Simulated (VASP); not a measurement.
# KF (Carobbiite): K into a neighbouring K vacancy, part 2 of 2

Aim: the barrier for one hop in KF (Carobbiite): K into a neighbouring K vacancy. The start is a cell from a database of measured crystal structures.

VASP 6.6.1; PBEsol; plane waves and PAW (K_pv, F).

So far. Step 3 (Relax the start): The run ended after 8 ionic steps, 0.647 eV below its first step, once the forces on the free atoms met EDIFFG = -0.05. Step 4 (Relax the end): The run ended after 9 ionic steps, 0.698 eV below its first step, once the forces on the free atoms met EDIFFG = -0.05.

**5. Nudged elastic band**

Images on a straight line between the ends relax across the path, while springs keep them spaced along it.

This cell carries charge -1, set by NELECT and balanced by a uniform background.

INCAR

```
SYSTEM = K26F27
PREC = Normal
ENCUT = 400
EDIFF = 1E-05
NELM = 120
ISMEAR = 0
SIGMA = 0.05
LREAL = Auto
ALGO = Fast
GGA = PS
NELECT = 372
NBANDS = 228
LWAVE = .FALSE.
LCHARG = .FALSE.
NCORE = 2
IMAGES = 3
SPRING = -5
IBRION = 1
POTIM = 0.3
NSW = 50
EDIFFG = -0.05
ISYM = 0
ISIF = 0
```

POSCAR

```
K26F27
1.0
    0.0000000000      8.0502561219      8.0502561219
    8.0502561219      0.0000000000      8.0502561219
    8.0502561219      8.0502561219      0.0000000000
K F
26 27
Direct
    0.0004827720      0.9999232225      0.3258223557
    0.9991375547      0.9995244479      0.6740135442
    0.9994764303      0.3260682312      0.0006447903
    0.9988566443      0.3332994725      0.3338563570
    0.9988770439      0.3256882564      0.6747065915
    0.9997637915      0.6740616269      0.0001457601
    0.9991831570      0.6742296122      0.3264469218
    0.0003000275      0.6659702339      0.6668794007
    0.3262694346      0.9996932616      0.0000103482
    0.3334665129      0.9988998685      0.3338932543
    0.3251265392      0.0007853030      0.6735292369
    0.3328387018      0.3332633400      0.9999187297
    0.3321644412      0.3339012694      0.3340689632
    0.3345621305      0.3356889511      0.6653791155
    0.3257905817      0.6740053353      0.9999047495
    0.3352598650      0.6639017575      0.3360894793
    0.3347859960      0.6643856495      0.6650355588
    0.6730431394      0.9991897541      0.0001438745
    0.6731793223      0.0001018914      0.3265768148
    0.6662769695      0.0003627617      0.6662906145
    0.6733019972      0.3252509754      0.0003841340
    0.6638776650      0.3353497699      0.3359856285
    0.6635892602      0.3350892852      0.6648950893
    0.6661021195      0.6655186879      0.0014369077
    0.6642554863      0.6640040141      0.3365194773
    0.6659987725      0.6662145361      0.6671617818
    0.1675103192      0.1665901925      0.1672267730
    0.1659599396      0.1669606116      0.4986782840
    0.1777250829      0.1787707017      0.8221170110
    0.1658524870      0.4997256805      0.1673495154
    0.1647555059      0.4999111023      0.5004689503
    0.1652116619      0.5001691622      0.8348968932
    0.1787009656      0.8213518058      0.1787026689
    0.1658564358      0.8338662942      0.5002927645
    0.1779875360      0.8216910960      0.8213203511
    0.4985279235      0.1665317146      0.1674501174
    0.4986499125      0.1665254480      0.5002229746
    0.4994587504      0.1651019723      0.8345154762
    0.4994951723      0.4992932681      0.1660153588
    0.4994853237      0.4997411385      0.5003229096
    0.4994211332      0.4997436616      0.8348134377
    0.4999405629      0.8332373540      0.1663949214
    0.4997604317      0.8341978780      0.5007696808
    0.5008312695      0.8331140034      0.8327252221
    0.8212154832      0.1783185919      0.1790568636
    0.8339072865      0.1653832737      0.5000387829
    0.8204649175      0.1776835940      0.8216918182
    0.8340928248      0.4996048073      0.1665518312
    0.8336545332      0.4994473118      0.5013608896
    0.8323184570      0.5006736732      0.8336260763
    0.8205287169      0.8215343370      0.1789255887
    0.8329272091      0.8330805689      0.5010626551
    0.8323446695      0.8316930560      0.8331362279
```

KPOINTS

```
Automatic mesh
0
Gamma
1 1 1
0 0 0
```

00/POSCAR

```
K26F27
1.0
    0.0000000000      8.0502561219      8.0502561219
    8.0502561219      0.0000000000      8.0502561219
    8.0502561219      8.0502561219      0.0000000000
K F
26 27
Direct
    0.0004827720      0.9999232225      0.3258223557
    0.9991375547      0.9995244479      0.6740135442
    0.9994764303      0.3260682312      0.0006447903
    0.9988566443      0.3332994725      0.3338563570
    0.9988770439      0.3256882564      0.6747065915
    0.9997637915      0.6740616269      0.0001457601
    0.9991831570      0.6742296122      0.3264469218
    0.0003000275      0.6659702339      0.6668794007
    0.3262694346      0.9996932616      0.0000103482
    0.3334665129      0.9988998685      0.3338932543
    0.3251265392      0.0007853030      0.6735292369
    0.3328387018      0.3332633400      0.9999187297
    0.3321644412      0.3339012694      0.3340689632
    0.3345621305      0.3356889511      0.6653791155
    0.3257905817      0.6740053353      0.9999047495
    0.3352598650      0.6639017575      0.3360894793
    0.3347859960      0.6643856495      0.6650355588
    0.6730431394      0.9991897541      0.0001438745
    0.6731793223      0.0001018914      0.3265768148
    0.6662769695      0.0003627617      0.6662906145
    0.6733019972      0.3252509754      0.0003841340
    0.6638776650      0.3353497699      0.3359856285
    0.6635892602      0.3350892852      0.6648950893
    0.6661021195      0.6655186879      0.0014369077
    0.6642554863      0.6640040141      0.3365194773
    0.6659987725      0.6662145361      0.6671617818
    0.1675103192      0.1665901925      0.1672267730
    0.1659599396      0.1669606116      0.4986782840
    0.1777250829      0.1787707017      0.8221170110
    0.1658524870      0.4997256805      0.1673495154
    0.1647555059      0.4999111023      0.5004689503
    0.1652116619      0.5001691622      0.8348968932
    0.1787009656      0.8213518058      0.1787026689
    0.1658564358      0.8338662942      0.5002927645
    0.1779875360      0.8216910960      0.8213203511
    0.4985279235      0.1665317146      0.1674501174
    0.4986499125      0.1665254480      0.5002229746
    0.4994587504      0.1651019723      0.8345154762
    0.4994951723      0.4992932681      0.1660153588
    0.4994853237      0.4997411385      0.5003229096
    0.4994211332      0.4997436616      0.8348134377
    0.4999405629      0.8332373540      0.1663949214
    0.4997604317      0.8341978780      0.5007696808
    0.5008312695      0.8331140034      0.8327252221
    0.8212154832      0.1783185919      0.1790568636
    0.8339072865      0.1653832737      0.5000387829
    0.8204649175      0.1776835940      0.8216918182
    0.8340928248      0.4996048073      0.1665518312
    0.8336545332      0.4994473118      0.5013608896
    0.8323184570      0.5006736732      0.8336260763
    0.8205287169      0.8215343370      0.1789255887
    0.8329272091      0.8330805689      0.5010626551
    0.8323446695      0.8316930560      0.8331362279
```

01/POSCAR

```
K26F27
1.0
    0.0000000000      8.0502561219      8.0502561219
    8.0502561219      0.0000000000      8.0502561219
    8.0502561219      8.0502561219      0.0000000000
K F
26 27
Direct
    0.0001618083      1.0000254576      0.2462408668
    0.9991935622      0.9997279602      0.6704904537
    0.9995601495      0.3260668105      0.0023369656
    0.9990142626      0.3315196770      0.3339030546
    0.9990335184      0.3275461752      0.6728540586
    0.9997050083      0.6721991024      0.0001511881
    0.9993733760      0.6738910413      0.3281057973
    0.0000171916      0.6680088468      0.6649897353
    0.3261291139      0.9995972575      0.0020904390
    0.3315050178      0.9990794922      0.3339175704
    0.3271293491      0.0003649034      0.6719463241
    0.3333272823      0.3338119900      0.9993595249
    0.3324756105      0.3337174485      0.3336520446
    0.3341619621      0.3351012623      0.6658276806
    0.3279160556      0.6717388507      0.9994469264
    0.3327130158      0.6663091234      0.3356669497
    0.3346636161      0.6645764298      0.6661359859
    0.6712912987      0.9995071933      0.0001106870
    0.6732353223     -0.0000133459      0.3281736911
    0.6680321308      0.0001100880      0.6645781448
    0.6708095445      0.3279912718     -0.0000972781
    0.6661885780      0.3330998390      0.3354871473
    0.6635810975      0.3350835490      0.6661968586
    0.6659733301      0.6657608967      0.0011612393
    0.6646887205      0.6644714987      0.3360543896
    0.6655708404      0.6655473251      0.6675684557
    0.1701336436      0.1695979305      0.1643419172
    0.1662639306      0.1669756062      0.4991884214
    0.1750856454      0.1757150147      0.8248134313
    0.1658721399      0.4997851075      0.1672673836
    0.1651755207      0.4994550130      0.5005074166
    0.1650581985      0.5002581871      0.8344797862
    0.1783919444      0.8213915100      0.1728596979
    0.1687067536      0.8308525429      0.5033572944
    0.1745408700      0.8250065353      0.8244952856
    0.4988541976      0.1663165675      0.1672386640
    0.4987345966      0.1665371140      0.5002089754
    0.4993174386      0.1650812261      0.8343365873
    0.4993505979      0.4996580423      0.1664820004
    0.4993773105      0.4997932580      0.5003584776
    0.4994102622      0.4998187514      0.8345572302
    0.5001825364      0.8330108544      0.1665649044
    0.4996493634      0.8341641641      0.5004667961
    0.5005390526      0.8332392689      0.8329097854
    0.8210250520      0.1784274696      0.1730966096
    0.8305420662      0.1686504892      0.5032319985
    0.8237584886      0.1748793061      0.8247390707
    0.8336799688      0.4998967525      0.1665336641
    0.8337801158      0.4993404154      0.5009260380
    0.8327738653      0.5004254410      0.8337126864
    0.8234625369      0.8242494026      0.1757887513
    0.8299074097      0.8300065796      0.5036435254
    0.8323131793      0.8321204838      0.8334804022
```

02/POSCAR

```
K26F27
1.0
    0.0000000000      8.0502561219      8.0502561219
    8.0502561219      0.0000000000      8.0502561219
    8.0502561219      8.0502561219      0.0000000000
K F
26 27
Direct
   -0.0001591554      1.0001276928      0.1666593778
    0.9992495696      0.9999314725      0.6669673632
    0.9996438688      0.3260653898      0.0040291408
    0.9991718809      0.3297398815      0.3339497521
    0.9991899929      0.3294040940      0.6710015258
    0.9996462252      0.6703365779      0.0001566162
    0.9995635949      0.6735524704      0.3297646728
   -0.0002656442      0.6700474598      0.6631000698
    0.3259887932      0.9995012534      0.0041705297
    0.3295435227      0.9992591158      0.3339418866
    0.3291321590     -0.0000554962      0.6703634113
    0.3338158628      0.3343606400      0.9988003201
    0.3327867798      0.3335336276      0.3332351261
    0.3337617938      0.3345135736      0.6662762458
    0.3300415296      0.6694723661      0.9989891034
    0.3301661667      0.6687164893      0.3352444200
    0.3345412362      0.6647672100      0.6672364129
    0.6695394580      0.9998246325      0.0000774994
    0.6732913224     -0.0001285832      0.3297705674
    0.6697872921     -0.0001425858      0.6628656750
    0.6683170918      0.3307315682     -0.0005786902
    0.6684994909      0.3308499082      0.3349886662
    0.6635729348      0.3350778127      0.6674986279
    0.6658445406      0.6660031056      0.0008855710
    0.6651219546      0.6649389834      0.3355893018
    0.6651429084      0.6648801141      0.6679751297
    0.1727569680      0.1726056684      0.1614570613
    0.1665679216      0.1669906008      0.4996985587
    0.1724462079      0.1726593277      0.8275098516
    0.1658917928      0.4998445345      0.1671852517
    0.1655955356      0.4989989237      0.5005458828
    0.1649047350      0.5003472120      0.8340626791
    0.1780829233      0.8214312142      0.1670167270
    0.1715570714      0.8278387916      0.5064218243
    0.1710942039      0.8283219746      0.8276702200
    0.4991804716      0.1661014204      0.1670272106
    0.4988192807      0.1665487800      0.5001949762
    0.4991761268      0.1650604799      0.8341576984
    0.4992060236      0.5000228166      0.1669486421
    0.4992692974      0.4998453776      0.5003940456
    0.4993993912      0.4998938413      0.8343010227
    0.5004245100      0.8327843548      0.1667348875
    0.4995382950      0.8341304502      0.5001639113
    0.5002468356      0.8333645344      0.8330943487
    0.8208346208      0.1785363472      0.1671363556
    0.8271768460      0.1719177048      0.5064252142
    0.8270520596      0.1720750181      0.8277863232
    0.8332671127      0.5001886977      0.1665154970
    0.8339056985      0.4992335189      0.5004911864
    0.8332292736      0.5001772088      0.8337992966
    0.8263963569      0.8269644681      0.1726519138
    0.8268876104      0.8269325902      0.5062243958
    0.8322816890      0.8325479117      0.8338245766
```

03/POSCAR

```
K26F27
1.0
    0.0000000000      8.0502561219      8.0502561219
    8.0502561219      0.0000000000      8.0502561219
    8.0502561219      8.0502561219      0.0000000000
K F
26 27
Direct
   -0.0004801191      1.0002299280      0.0870778889
    0.9993055771      1.0001349848      0.6634442727
    0.9997275880      0.3260639692      0.0057213160
    0.9993294992      0.3279600860      0.3339964496
    0.9993464674      0.3312620127      0.6691489930
    0.9995874420      0.6684740534      0.0001620442
    0.9997538138      0.6732138994      0.3314235484
   -0.0005484801      0.6720860727      0.6612104044
    0.3258484726      0.9994052493      0.0062506205
    0.3275820276      0.9994387395      0.3339662028
    0.3311349689     -0.0004758958      0.6687804985
    0.3343044432      0.3349092899      0.9982411153
    0.3330979490      0.3333498068      0.3328182076
    0.3333616254      0.3339258848      0.6667248110
    0.3321670035      0.6672058816      0.9985312803
    0.3276193175      0.6711238553      0.3348218904
    0.3344188563      0.6649579903      0.6683368400
    0.6677876173      1.0001420717      0.0000443119
    0.6733473224     -0.0002438205      0.3313674437
    0.6715424533     -0.0003952595      0.6611532052
    0.6658246390      0.3334718646     -0.0010601024
    0.6708104039      0.3285999774      0.3344901850
    0.6635647721      0.3350720764      0.6688003973
    0.6657157512      0.6662453144      0.0006099026
    0.6655551888      0.6654064680      0.3351242140
    0.6647149764      0.6642129031      0.6683818036
    0.1753802924      0.1756134064      0.1585722054
    0.1668719125      0.1670055955      0.5002086961
    0.1698067704      0.1696036407      0.8302062719
    0.1659114458      0.4999039615      0.1671031198
    0.1660155504      0.4985428344      0.5005843491
    0.1647512716      0.5004362369      0.8336455720
    0.1777739021      0.8214709184      0.1611737560
    0.1744073893      0.8248250403      0.5094863542
    0.1676475378      0.8316374139      0.8308451544
    0.4995067456      0.1658862734      0.1668157571
    0.4989039648      0.1665604459      0.5001809770
    0.4990348149      0.1650397337      0.8339788095
    0.4990614492      0.5003875908      0.1674152838
    0.4991612842      0.4998974972      0.5004296137
    0.4993885202      0.4999689312      0.8340448152
    0.5006664836      0.8325578552      0.1669048706
    0.4994272267      0.8340967363      0.4998610266
    0.4999546186      0.8334897999      0.8332789120
    0.8206441895      0.1786452248      0.1611761015
    0.8238116258      0.1751849203      0.5096184298
    0.8303456307      0.1692707302      0.8308335756
    0.8328542566      0.5004806428      0.1664973298
    0.8340312812      0.4991266224      0.5000563347
    0.8336846819      0.4999289766      0.8338859067
    0.8293301770      0.8296795336      0.1695150764
    0.8238678110      0.8238586009      0.5088052662
    0.8322501988      0.8329753395      0.8341687510
```

04/POSCAR

```
K26F27
1.0
    0.0000000000      8.0502561219      8.0502561219
    8.0502561219      0.0000000000      8.0502561219
    8.0502561219      8.0502561219      0.0000000000
K F
26 27
Direct
   -0.0008010828      1.0003321631      0.0074963999
    0.9993615846      1.0003384971      0.6599211822
    0.9998113072      0.3260625485      0.0074134913
    0.9994871175      0.3261802905      0.3340431472
    0.9995029419      0.3331199315      0.6672964601
    0.9995286588      0.6666115289      0.0001674722
    0.9999440328      0.6728753285      0.3330824239
   -0.0008313160      0.6741246856      0.6593207390
    0.3257081519      0.9993092452      0.0083307112
    0.3256205325      0.9996183632      0.3339905189
    0.3331377788     -0.0008962954      0.6671975857
    0.3347930237      0.3354579399      0.9976819105
    0.3334091183      0.3331659859      0.3324012890
    0.3329614570      0.3333381960      0.6671733761
    0.3342924774      0.6649393970      0.9980734572
    0.3250724684      0.6735312212      0.3343993608
    0.3342964764      0.6651487706      0.6694372671
    0.6660357766      1.0004595109      0.0000111244
    0.6734033224     -0.0003590578      0.3329643200
    0.6732976146     -0.0006479332      0.6594407355
    0.6633321863      0.3362121610     -0.0015415145
    0.6731213169      0.3263500465      0.3339917038
    0.6635566094      0.3350663402      0.6701021666
    0.6655869618      0.6664875232      0.0003342342
    0.6659884230      0.6658739526      0.3346591263
    0.6642870443      0.6635456921      0.6687884775
    0.1780036168      0.1786211444      0.1556873496
    0.1671759035      0.1670205901      0.5007188334
    0.1671673329      0.1665479537      0.8329026922
    0.1659310987      0.4999633885      0.1670209880
    0.1664355652      0.4980867451      0.5006228154
    0.1645978082      0.5005252618      0.8332284650
    0.1774648809      0.8215106226      0.1553307850
    0.1772577071      0.8218112890      0.5125508841
    0.1642008718      0.8349528532      0.8340200889
    0.4998330197      0.1656711263      0.1666043037
    0.4989886489      0.1665721119      0.5001669778
    0.4988935031      0.1650189875      0.8337999206
    0.4989168748      0.5007523650      0.1678819254
    0.4990532710      0.4999496167      0.5004651817
    0.4993776492      0.5000440210      0.8337886077
    0.5009084571      0.8323313556      0.1670748536
    0.4993161584      0.8340630224      0.4995581419
    0.4996624017      0.8336150654      0.8334634753
    0.8204537583      0.1787541025      0.1552158475
    0.8204464055      0.1784521358      0.5128116454
    0.8336392018      0.1664664422      0.8338808281
    0.8324414006      0.5007725880      0.1664791627
    0.8341568638      0.4990197260      0.4996214831
    0.8341400902      0.4996807444      0.8339725168
    0.8322639970      0.8323945992      0.1663782390
    0.8208480116      0.8207846115      0.5113861365
    0.8322187086      0.8334027674      0.8345129253
```

The projector-augmented-wave data sets are K_pv and F (PBE family, release 64).

Started as:

```
$ mpirun -np 6 vasp_gam
```

Wall time 6.8 min (6 MPI ranks of AMD EPYC 7R43, shared host); peak memory 1.9 GiB; 41 min of CPU time.

Images along the path:

```
image  path (A)  energy (eV)       K1: x, y, z (Å)
    0     0.000       0.0000  10.673, 2.627, 8.054
    1     1.096       0.3458  10.104, 2.048, 8.043
    2     2.187       0.7416   9.394, 1.340, 8.054
    3     3.279       0.3476   8.685, 0.633, 8.046
    4     4.373       0.0005   8.113, 0.054, 8.046
```

This step gave:

```
electronic cycles                        : 124
path length                              : 4.373 Å
barrier                                  : 0.7416 eV
barrier in the reverse direction         : 0.7411 eV
barrier from a spline through the images : 0.7415 eV
reaction energy                          : 4.75e-4 eV
```

What the program prints for this run, and its count of cycles, belong to image 1; the force that counts for the threshold is the band's, across the path.

**6. Summary of results**

```json
{
 "hop": "K into a neighbouring K vacancy",
 "barrier": "0.742 eV",
 "barrier in the reverse direction": "0.741 eV",
 "barrier from a spline through the images": "0.742 eV",
 "reaction energy": "4.7e-4 eV",
 "path length": "4.37 Å"
}
```

The barrier is 0.74 eV forwards and 0.74 eV backwards. With an attempt frequency of 10¹³ per second, taken as a typical value, this barrier gives about 10^1 hops a second at 300 K. Both ends are alike and an image sits at the midpoint, which is the saddle if the path is symmetric. The band met its force threshold after 16 steps. Cell and mesh are small and were not tested. The band started on a straight line, so other routes may lie lower.

[Lines on the potential files, build, host, timing and source positions are cut from VASP's logs without a mark.]

[Logs are printed without paths, hosts, clocks, repeated set-up lines and the standing remarks that a program may print on its own settings, such as how far it seeks lower states.]

[Hosts, paths, dates, database ids (printed as entryN), source tags and the programs' standing remarks are cut or masked in the printed files.]

[Runs that stopped without an error message from VASP are left out.]
